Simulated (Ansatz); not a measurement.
# C: energy change per atom and pressure against volume scale

Results calculated with Ansatz 0.2.0, not measured. Plane-wave DFT, scalar-relativistic PAW made under PBE with cores redone for the functional, no dispersion; the given relaxed cell is scaled uniformly, energy at zero smearing counts from the unscaled cell, pressure at the given Fermi-Dirac smearing is positive in compression.

The cell before it is scaled or strained (space group P6_3/mmc, No. 194):
```
cell vectors (Å)
   2.4989     0.0000     0.0000
  -1.2494     2.1641     0.0000
   0.0000     0.0000     4.1607
atoms (fractions of the cell vectors)
C   0.33333  0.66667  0.06280
C   0.66667  0.33333  0.56280
C   0.33333  0.66667  0.43720
C   0.66667  0.33333  0.93720
```

Settings of every row: spin polarised no; functional PBEsol; wave cutoff 420 eV; smearing width 0.05 eV; k mesh 13x13x7.

Atom starting moment: 0 on all atoms.

Limits: all rows lie far from zero pressure; bonds stretch with the cell, so the curve is stiffer than the relaxed crystal; the cell comes from a prototype or a list of computed structures and needn't be the stable phase.

| row | volume scale | V (Å³/atom) | energy change per atom (meV) | pressure (GPa) |
| --- | --- | --- | --- | --- |
| 1 | 0.88 | 4.95 | 138.79 | 72.71 |
| 2 | 0.92 | 5.175 | 57.62 | 43.77 |
| 3 | 0.96 | 5.4 | 13.49 | 19.83 |
| 4 | 1.04 | 5.85 | ? | ? |
| 5 | 1.08 | 6.075 | 44.89 | -30.1 |
| 6 | 1.12 | 6.3 | 95.33 | -41.4 |

Question: what energy change per atom and pressure should row 4 give?

Worked fit of energy change per atom. Take u = (V_r/V)^(2/3) − 1 with V_r = 5.4 Å³ an atom, which is twice the finite (Eulerian) strain; such expansions in the strain, on which the Birch-Murnaghan equation of state is built, carry the rest volume and the bulk modulus. The shown rows have u = 0.05972, 0.02878, 0, -0.07552, -0.09766. Least squares give energy change per atom = 13.458 + 987.34 × u + 18661.9 × u² meV; a straight line predicts inner rows, each left out in turn, worse (root mean square 49 against 0.51 meV). The rows lie off it by -0.19, 0.29, 0.03, -0.44, 0.31 (root mean square 0.29 meV). The withheld row has u = -0.05196, so the fit gives 13.458 + 987.34 × (-0.05196) + 18661.9 × (-0.05196)² = 12.54 meV.

The calculation gave 11.91 meV. The fit lies 0.63 meV (5.3 % of the value, 0.5 % of the column's range) above it; its largest miss of a shown row is 0.44 meV.

Worked fit of pressure. Take u = (V_r/V)^(2/3) − 1 with V_r = 5.4 Å³ an atom, which is twice the finite (Eulerian) strain; such expansions in the strain, on which the Birch-Murnaghan equation of state is built, carry the rest volume and the bulk modulus. The shown rows have u = 0.05972, 0.02878, 0, -0.07552, -0.09766. Least squares give pressure = 19.839 + 786.58 × u + 1641 × u² GPa; a straight line predicts inner rows, each left out in turn, worse (root mean square 4.3 against 0.12 GPa). The rows lie off it by 0.04, -0.07, -0.01, 0.10, -0.07 (root mean square 0.066 GPa). The pressure vanishes at u = -0.0267, or V = 5.624 Å³ an atom, and there the bulk modulus at fixed shape and fractions is B = −V dP/dV = (2/3)(1 + u) dP/du = 453 GPa. Letting shape and atoms relax would as a rule lower it, by much in layered, chain or molecular crystals. The withheld row has u = -0.05196, so the fit gives 19.839 + 786.58 × (-0.05196) + 1641 × (-0.05196)² = -16.60 GPa.

The calculation gave -16.46 GPa. The fit lies 0.14 GPa (0.12 % of the column's range) below it; its largest miss of a shown row is 0.10 GPa.
